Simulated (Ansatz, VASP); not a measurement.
## One calculation of InP2, two programs

```xyz
3
Lattice="2.0514 1.1843 4.8072 -2.0514 1.1843 4.8072 0.0000 -2.3687 4.8072" Properties=species:S:1:pos:R:3 pbc="T T T"
In    0.0000    0.0000    0.0000
P     0.0000    0.0000    6.1677
P     0.0000    0.0000    8.2539
```

Alike in both runs: functional PBE; k mesh 6 × 6 × 6; occupations gaussian, width 0.1 eV; no spin polarisation.

Ansatz relaxed the structure, and its values are those at the end. VASP's run is a single point on that final structure, the one shown.

```csv
,VASP,Ansatz
version,VASP 6.6.1,Ansatz 0.2.0
potentials or method,"VASP PAW PBE potentials, release 64 (In_d, P)","scalar-relativistic, plane waves, PAW"
plane-wave cutoff (eV),520,420
valence electrons in the cell,23,23
```

```csv
,VASP,Ansatz,Ansatz less VASP
gap on the k mesh at the Fermi level (eV),none,none,-
pressure (GPa),0.0,0.1,+0.12
rms of the force components (eV/Å),0.025,0.001,-0.0243
```

A gap of «none» marks a metal or a gap that the smearing closes. The functional is the same, so the differences come from potentials, cutoffs and numerics.
